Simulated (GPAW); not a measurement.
Crystal: MnS.

```
Mn S
1.0
     0.00000    2.47346    2.47346
     2.47346    0.00000    2.47346
     2.47346    2.47346    0.00000
Mn S
1 1
Direct
  0.00000 0.00000 0.00000
  0.75000 0.75000 0.75000
```

The cell is a database's computed one.

Base run:

```yaml
Program: GPAW 26.7.0
Functional: PBEsol
Potentials_or_basis: PAW data sets generated in the run's folder for this functional
Cutoff: 600 eV
Basis: pw
k_mesh: 9 × 9 × 9
Occupations: fermi-dirac, width 0.05 eV
Spin: collinear spin, ferromagnetic start
Starting_moments: "[4.0, 0.0] μB"
Hubbard_terms: Mn d U = 6 eV
```

Its results: pressure 61.5 GPa; net moment 4.77 μB per cell; site moments Mn +4.34; S +0.04 μB.

Q: The run is repeated on the same cell with these changes: hubbard terms from Mn d U = 6 eV to Mn d U = 2 eV. What comes out?

A: Pressure 36.3 GPa; net moment 3.94 μB per cell; site moments Mn +3.62; S +0.02 μB.

Caveats: a pressure of tens of GPa on the cell as given is suspect, and the run, the potentials or the cell itself is likely at fault; a cell with one magnetic atom can't hold antiferromagnetic order, which such compounds often take.
